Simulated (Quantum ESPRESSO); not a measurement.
# 2H-MoS2, 1 layer, rectangular cell: a series in strain along the first axis, part 6 of 7

Aim: how the results for 2H-MoS2, 1 layer, rectangular cell change with strain along the first axis.

Quantum ESPRESSO 7.5; plane-wave DFT, PBE, GBRV ultrasoft pseudopotentials.

So far. Step 6 (Bands along a path, -4 %): Along this path the valence top lies between Γ and X and the conduction bottom between Γ and X. Step 7 (Relaxing the ions, -3 %): The relaxation lowers the energy by 2 meV an atom.

## 9. Relaxing the ions, 3 %

m7.relax.in reads:

```
&control
  prefix = 'm7.relax'
  outdir = './out'
  pseudo_dir = './pseudo'
  nstep = 40
  forc_conv_thr = 0.0003
  calculation = 'relax'
  tstress = .true.
/
&system
  ibrav = 0
  nat = 6
  ntyp = 2
  ecutwfc = 50
  ecutrho = 250
  occupations = 'smearing'
  smearing = 'fd'
  degauss = 0.002
/
&electrons
  conv_thr = 1e-09
  mixing_beta = 0.4
  electron_maxstep = 120
  mixing_mode = 'plain'
/
&ions
/
ATOMIC_SPECIES
  S   32.0600  s_pbe_v1.4.uspp.F.UPF
  Mo  95.9500  mo_pbe_v1.uspp.F.UPF
CELL_PARAMETERS angstrom
  3.27856832429000 0.00000000000000 0.00000000000000
  0.00000000000000 5.51328753800000 0.00000000000000
  0.00000000000000 0.00000000000000 18.26259773800000
ATOMIC_POSITIONS crystal
  S   0.999999999900 0.333333776000 0.414454234500
  S   0.500000000000 0.833333714400 0.414454237300
  Mo  0.000000000000 -0.000000854000 0.500000000000
  Mo  0.500000000000 0.499999206700 0.500000000000
  S   0.999999999900 0.333333776000 0.585545765500
  S   0.500000000000 0.833333714400 0.585545762700
K_POINTS automatic
  10 6 1 0 0 0
```

Command:

```
$ OMP_NUM_THREADS=1 mpirun -n 4 pw.x -nk 4 -in m7.relax.in > m7.relax.out
```

The program printed:

```text
[banner, memory and clock lines left out]
Program PWSCF v.7.5 starts
[...]
Message from routine setup:
[...]
number of electrons       =        52.00
     number of Kohn-Sham states=           31
     kinetic-energy cutoff     =      50.0000  Ry
     charge density cutoff     =     250.0000  Ry
[...]
number of k points=    24  Fermi-Dirac smearing, width (Ry)=  0.0020
[...]
Dense  grid:   148739 G-vectors     FFT dimensions: (  32,  54, 180)
[...]
negative rho (up, down):  4.786E-03 0.000E+00
     Starting wfcs are   42 randomized atomic wfcs
[...]
negative rho (up, down):  4.897E-03 0.000E+00
[...]
estimated scf accuracy    <       0.18677896 Ry
[...]
negative rho (up, down):  4.910E-03 0.000E+00
[...]
estimated scf accuracy    <       0.03765433 Ry
[...]
negative rho (up, down):  4.952E-03 0.000E+00
[...]
estimated scf accuracy    <       0.03133114 Ry
[...]
negative rho (up, down):  4.931E-03 0.000E+00
[...]
estimated scf accuracy    <       0.00224675 Ry
[...]
negative rho (up, down):  4.923E-03 0.000E+00
[...]
estimated scf accuracy    <       0.00210457 Ry
[...]
negative rho (up, down):  4.918E-03 0.000E+00
[...]
estimated scf accuracy    <       0.00067794 Ry
[...]
negative rho (up, down):  4.910E-03 0.000E+00
[...]
estimated scf accuracy    <       0.00007981 Ry
[...]
negative rho (up, down):  4.904E-03 0.000E+00
[...]
estimated scf accuracy    <       0.00000502 Ry
[...]
negative rho (up, down):  4.902E-03 0.000E+00
[...]
estimated scf accuracy    <       0.00000095 Ry
[...]
negative rho (up, down):  4.902E-03 0.000E+00
[...]
estimated scf accuracy    <       0.00000010 Ry
[...]
negative rho (up, down):  4.902E-03 0.000E+00
[...]
estimated scf accuracy    <       0.00000008 Ry
[...]
negative rho (up, down):  4.902E-03 0.000E+00
[...]
estimated scf accuracy    <       0.00000003 Ry
[...]
negative rho (up, down):  4.902E-03 0.000E+00
[...]
estimated scf accuracy    <          2.8E-09 Ry
[...]
negative rho (up, down):  4.902E-03 0.000E+00
[...]
estimated scf accuracy    <          1.0E-09 Ry
[...]
negative rho (up, down):  4.902E-03 0.000E+00
[...]
the Fermi energy is     0.0917 ev
!    total energy              =    -375.46033853 Ry
     estimated scf accuracy    <          1.2E-11 Ry
     smearing contrib. (-TS)   =      -0.00000000 Ry
     internal energy E=F+TS    =    -375.46033853 Ry
[...]
one-electron contribution =   -1897.84870566 Ry
     hartree contribution      =     950.24295685 Ry
     xc contribution           =     -72.40753517 Ry
     ewald contribution        =     644.55294545 Ry
     convergence has been achieved in  15 iterations
     negative rho (up, down):  4.902E-03 0.000E+00
[...]
Total force =     0.023952     Total SCF correction =     0.000002
[...]
negative rho (up, down):  4.902E-03 0.000E+00
[...]
negative rho (up, down):  4.912E-03 0.000E+00
[...]
negative rho (up, down):  4.911E-03 0.000E+00
[...]
estimated scf accuracy    <       0.00002533 Ry
[...]
negative rho (up, down):  4.910E-03 0.000E+00
[...]
estimated scf accuracy    <       0.00003501 Ry
[...]
negative rho (up, down):  4.908E-03 0.000E+00
[...]
estimated scf accuracy    <       0.00000183 Ry
[...]
negative rho (up, down):  4.908E-03 0.000E+00
[...]
estimated scf accuracy    <       0.00000114 Ry
[...]
negative rho (up, down):  4.908E-03 0.000E+00
[...]
estimated scf accuracy    <       0.00000008 Ry
[...]
negative rho (up, down):  4.908E-03 0.000E+00
[...]
estimated scf accuracy    <       0.00000016 Ry
[...]
negative rho (up, down):  4.908E-03 0.000E+00
[...]
estimated scf accuracy    <       0.00000004 Ry
[...]
negative rho (up, down):  4.908E-03 0.000E+00
[...]
estimated scf accuracy    <          1.2E-09 Ry
[...]
negative rho (up, down):  4.908E-03 0.000E+00
[...]
the Fermi energy is     0.0974 ev
!    total energy              =    -375.46079965 Ry
     estimated scf accuracy    <          5.2E-10 Ry
     smearing contrib. (-TS)   =      -0.00000000 Ry
     internal energy E=F+TS    =    -375.46079965 Ry
[...]
one-electron contribution =   -1900.68628299 Ry
     hartree contribution      =     951.65323424 Ry
     xc contribution           =     -72.42405387 Ry
     ewald contribution        =     645.99630297 Ry
     convergence has been achieved in   9 iterations
     negative rho (up, down):  4.908E-03 0.000E+00
[...]
Total force =     0.014627     Total SCF correction =     0.000055
[...]
negative rho (up, down):  4.908E-03 0.000E+00
[...]
negative rho (up, down):  4.920E-03 0.000E+00
[...]
negative rho (up, down):  4.919E-03 0.000E+00
[...]
estimated scf accuracy    <       0.00002913 Ry
[...]
negative rho (up, down):  4.918E-03 0.000E+00
[...]
estimated scf accuracy    <       0.00004239 Ry
[...]
negative rho (up, down):  4.916E-03 0.000E+00
[...]
estimated scf accuracy    <       0.00000200 Ry
[...]
negative rho (up, down):  4.916E-03 0.000E+00
[...]
estimated scf accuracy    <       0.00000248 Ry
[...]
negative rho (up, down):  4.916E-03 0.000E+00
[...]
estimated scf accuracy    <       0.00000083 Ry
[...]
negative rho (up, down):  4.916E-03 0.000E+00
[...]
estimated scf accuracy    <       0.00000014 Ry
[...]
negative rho (up, down):  4.916E-03 0.000E+00
[...]
estimated scf accuracy    <       0.00000002 Ry
[...]
negative rho (up, down):  4.916E-03 0.000E+00
[...]
estimated scf accuracy    <          4.0E-10 Ry
[...]
negative rho (up, down):  4.916E-03 0.000E+00
[...]
estimated scf accuracy    <          1.1E-10 Ry
[...]
negative rho (up, down):  4.916E-03 0.000E+00
[...]
the Fermi energy is     0.1040 ev
!    total energy              =    -375.46104759 Ry
     estimated scf accuracy    <          1.7E-11 Ry
     smearing contrib. (-TS)   =      -0.00000000 Ry
     internal energy E=F+TS    =    -375.46104759 Ry
[...]
one-electron contribution =   -1903.87103879 Ry
     hartree contribution      =     953.23547093 Ry
     xc contribution           =     -72.44282251 Ry
     ewald contribution        =     647.61734277 Ry
     convergence has been achieved in  10 iterations
     negative rho (up, down):  4.916E-03 0.000E+00
[...]
Total force =     0.005006     Total SCF correction =     0.000007
[...]
negative rho (up, down):  4.916E-03 0.000E+00
[...]
negative rho (up, down):  4.922E-03 0.000E+00
[...]
negative rho (up, down):  4.922E-03 0.000E+00
[...]
estimated scf accuracy    <       0.00000774 Ry
[...]
negative rho (up, down):  4.921E-03 0.000E+00
[...]
estimated scf accuracy    <       0.00001153 Ry
[...]
negative rho (up, down):  4.920E-03 0.000E+00
[...]
estimated scf accuracy    <       0.00000048 Ry
[...]
negative rho (up, down):  4.920E-03 0.000E+00
[...]
estimated scf accuracy    <       0.00000037 Ry
[...]
negative rho (up, down):  4.920E-03 0.000E+00
[...]
estimated scf accuracy    <       0.00000012 Ry
[...]
negative rho (up, down):  4.920E-03 0.000E+00
[...]
estimated scf accuracy    <       0.00000003 Ry
[...]
negative rho (up, down):  4.920E-03 0.000E+00
[...]
estimated scf accuracy    <          3.6E-09 Ry
[...]
negative rho (up, down):  4.920E-03 0.000E+00
[...]
estimated scf accuracy    <          1.0E-09 Ry
[...]
negative rho (up, down):  4.920E-03 0.000E+00
[...]
estimated scf accuracy    <          6.6E-11 Ry
[...]
negative rho (up, down):  4.920E-03 0.000E+00
[...]
the Fermi energy is     0.1090 ev
!    total energy              =    -375.46108014 Ry
     estimated scf accuracy    <          9.7E-12 Ry
     smearing contrib. (-TS)   =      -0.00000000 Ry
     internal energy E=F+TS    =    -375.46108014 Ry
[...]
one-electron contribution =   -1905.55340988 Ry
     hartree contribution      =     954.07132573 Ry
     xc contribution           =     -72.45285600 Ry
     ewald contribution        =     648.47386001 Ry
     convergence has been achieved in  10 iterations
     negative rho (up, down):  4.920E-03 0.000E+00
[...]
Total force =     0.000994     Total SCF correction =     0.000006
[...]
negative rho (up, down):  4.920E-03 0.000E+00
[...]
negative rho (up, down):  4.920E-03 0.000E+00
[...]
negative rho (up, down):  4.920E-03 0.000E+00
[...]
estimated scf accuracy    <       0.00000004 Ry
[...]
negative rho (up, down):  4.920E-03 0.000E+00
[...]
estimated scf accuracy    <       0.00000002 Ry
[...]
negative rho (up, down):  4.920E-03 0.000E+00
[...]
estimated scf accuracy    <          6.2E-09 Ry
[...]
negative rho (up, down):  4.920E-03 0.000E+00
[...]
estimated scf accuracy    <          3.9E-10 Ry
[...]
negative rho (up, down):  4.920E-03 0.000E+00
[...]
estimated scf accuracy    <          5.2E-10 Ry
[...]
negative rho (up, down):  4.920E-03 0.000E+00
[...]
estimated scf accuracy    <          8.5E-11 Ry
[...]
negative rho (up, down):  4.920E-03 0.000E+00
[...]
estimated scf accuracy    <          3.4E-11 Ry
[...]
negative rho (up, down):  4.920E-03 0.000E+00
[...]
the Fermi energy is     0.1100 ev
!    total energy              =    -375.46108084 Ry
     estimated scf accuracy    <          3.1E-12 Ry
     smearing contrib. (-TS)   =      -0.00000000 Ry
     internal energy E=F+TS    =    -375.46108084 Ry
[...]
one-electron contribution =   -1905.61645173 Ry
     hartree contribution      =     954.10270938 Ry
     xc contribution           =     -72.45326028 Ry
     ewald contribution        =     648.50592179 Ry
     convergence has been achieved in   8 iterations
     negative rho (up, down):  4.920E-03 0.000E+00
[...]
Total force =     0.000422     Total SCF correction =     0.000004
[...]
negative rho (up, down):  4.920E-03 0.000E+00
[...]
```

Run time: 5.4 min. Hardware: 4 MPI ranks of Arm Neoverse V1, shared host; peak memory 1.2 GiB.

Step by step:

```
step  energy less that of the first step (eV)  largest force (eV/Å)
   1                                   0.0000                0.2866
   2                                  -0.0063                0.1809
   3                                  -0.0096                0.0643
   4                                  -0.0101                0.0142
   5                                  -0.0101                0.0062
```

The atoms that moved most (Å):

```
atom     dx      dy      dz  length
  S2  0.000   0.003   0.015   0.016
  S6  0.000   0.003  -0.015   0.016
  S5  0.000   0.003  -0.015   0.016
  S1  0.000   0.003   0.015   0.016
 Mo4  0.000  -0.006   0.000   0.006
 Mo3  0.000  -0.006   0.000   0.006
```

Final coordinates:

```cif
data_structure
_symmetry_space_group_name_H-M 'P 1'
_symmetry_Int_Tables_number 1
_cell_length_a 3.2786
_cell_length_b 5.5133
_cell_length_c 18.2626
_cell_angle_alpha 90.000
_cell_angle_beta 90.000
_cell_angle_gamma 90.000
_cell_volume 330.11
loop_
_atom_site_label
_atom_site_type_symbol
_atom_site_fract_x
_atom_site_fract_y
_atom_site_fract_z
_atom_site_occupancy
S1 S 0.00000 0.33391 0.41530 1
S2 S 0.50000 0.83391 0.41530 1
Mo3 Mo 0.00000 0.99886 0.50000 1
Mo4 Mo 0.50000 0.49886 0.50000 1
S5 S 0.00000 0.33391 0.58470 1
S6 S 0.50000 0.83391 0.58470 1
```

The relaxation lowers the energy by 2 meV an atom.

Numbers from this step:

```
free energy  : -5108.4082 eV
Fermi energy : 0.11 eV
```

## 10. SCF with pw.x, 3 %

m7.scf.in reads:

```
&control
  prefix = 'm7.scf'
  outdir = './out'
  pseudo_dir = './pseudo'
  calculation = 'scf'
  tprnfor = .true.
/
&system
  ibrav = 0
  nat = 6
  ntyp = 2
  ecutwfc = 40
  ecutrho = 200
  occupations = 'smearing'
  smearing = 'fd'
  degauss = 0.002
  nbnd = 30
/
&electrons
  conv_thr = 1e-09
  mixing_beta = 0.4
  electron_maxstep = 120
  mixing_mode = 'plain'
/
ATOMIC_SPECIES
  S   32.0600  s_pbe_v1.4.uspp.F.UPF
  Mo  95.9500  mo_pbe_v1.uspp.F.UPF
CELL_PARAMETERS angstrom
  3.27856832429000 0.00000000000000 0.00000000000000
  0.00000000000000 5.51328753800000 0.00000000000000
  0.00000000000000 0.00000000000000 18.26259773800000
ATOMIC_POSITIONS crystal
  S   0.999999999900 0.333905343200 0.415302962300
  S   0.500000000000 0.833905392900 0.415302965200
  Mo  0.000000000000 -0.001144087400 0.500000000000
  Mo  0.500000000000 0.498855948600 0.500000000000
  S   0.999999999900 0.333905343200 0.584697037700
  S   0.500000000000 0.833905392900 0.584697034800
K_POINTS automatic
  10 6 1 0 0 0
```

Command:

```
$ OMP_NUM_THREADS=1 mpirun -n 4 pw.x -nk 4 -in m7.scf.in > m7.scf.out
```

The program printed:

```text
[banner, memory and clock lines left out]
Program PWSCF v.7.5 starts
[...]
Message from routine setup:
[...]
number of electrons       =        52.00
     number of Kohn-Sham states=           30
     kinetic-energy cutoff     =      40.0000  Ry
     charge density cutoff     =     200.0000  Ry
[...]
number of k points=    24  Fermi-Dirac smearing, width (Ry)=  0.0020
[...]
Dense  grid:   106355 G-vectors     FFT dimensions: (  27,  48, 160)
[...]
negative rho (up, down):  5.047E-03 0.000E+00
     Starting wfcs are   42 randomized atomic wfcs
[...]
negative rho (up, down):  5.132E-03 0.000E+00
[...]
estimated scf accuracy    <       0.18785366 Ry
[...]
negative rho (up, down):  5.140E-03 0.000E+00
[...]
estimated scf accuracy    <       0.03437451 Ry
[...]
negative rho (up, down):  5.169E-03 0.000E+00
[...]
estimated scf accuracy    <       0.02459398 Ry
[...]
negative rho (up, down):  5.149E-03 0.000E+00
[...]
estimated scf accuracy    <       0.00218329 Ry
[...]
negative rho (up, down):  5.141E-03 0.000E+00
[...]
estimated scf accuracy    <       0.00142321 Ry
[...]
negative rho (up, down):  5.138E-03 0.000E+00
[...]
estimated scf accuracy    <       0.00007902 Ry
[...]
negative rho (up, down):  5.129E-03 0.000E+00
[...]
estimated scf accuracy    <       0.00010457 Ry
[...]
negative rho (up, down):  5.125E-03 0.000E+00
[...]
estimated scf accuracy    <       0.00001446 Ry
[...]
negative rho (up, down):  5.122E-03 0.000E+00
[...]
estimated scf accuracy    <       0.00000237 Ry
[...]
negative rho (up, down):  5.121E-03 0.000E+00
[...]
estimated scf accuracy    <       0.00000081 Ry
[...]
negative rho (up, down):  5.121E-03 0.000E+00
[...]
estimated scf accuracy    <       0.00000024 Ry
[...]
negative rho (up, down):  5.121E-03 0.000E+00
[...]
estimated scf accuracy    <       0.00000003 Ry
[...]
negative rho (up, down):  5.121E-03 0.000E+00
[...]
estimated scf accuracy    <          1.0E-09 Ry
[...]
negative rho (up, down):  5.121E-03 0.000E+00
[...]
the Fermi energy is     0.1370 ev
!    total energy              =    -375.45914260 Ry
     estimated scf accuracy    <          7.6E-11 Ry
     smearing contrib. (-TS)   =      -0.00000000 Ry
     internal energy E=F+TS    =    -375.45914260 Ry
[...]
one-electron contribution =   -1905.61572624 Ry
     hartree contribution      =     954.10408829 Ry
     xc contribution           =     -72.45342656 Ry
     ewald contribution        =     648.50592191 Ry
     convergence has been achieved in  14 iterations
     negative rho (up, down):  5.121E-03 0.000E+00
[...]
Total force =     0.000359     Total SCF correction =     0.000016
[...]
```

Run time: 57 s. Hardware: 4 MPI ranks; peak memory 0.76 GiB; 3.8 min of CPU time.

Read from the output:

| Item | Value |
| --- | --- |
| free energy | -5108.3819 eV |
| Fermi energy | 0.137 eV |
| valence top, on the run's zero | -0.5379 eV |
| conduction bottom, on the run's zero | 0.8403 eV |
| gap by band count | 1.378 eV |

[end of part 6 of 7]

[Logs are printed without paths, hosts, clocks, repeated set-up lines and the standing remarks that a program may print on its own settings, such as how far it seeks lower states.]

[Hosts, paths, dates, database ids (printed as entryN), source tags and the programs' standing remarks are cut or masked in the printed files.]

[Maps of the electrostatic potential energy from Ansatz leave out the sawtooth potential of an applied field or a dipole correction, so their vacuum need not be flat; planar profiles and work functions include it.]
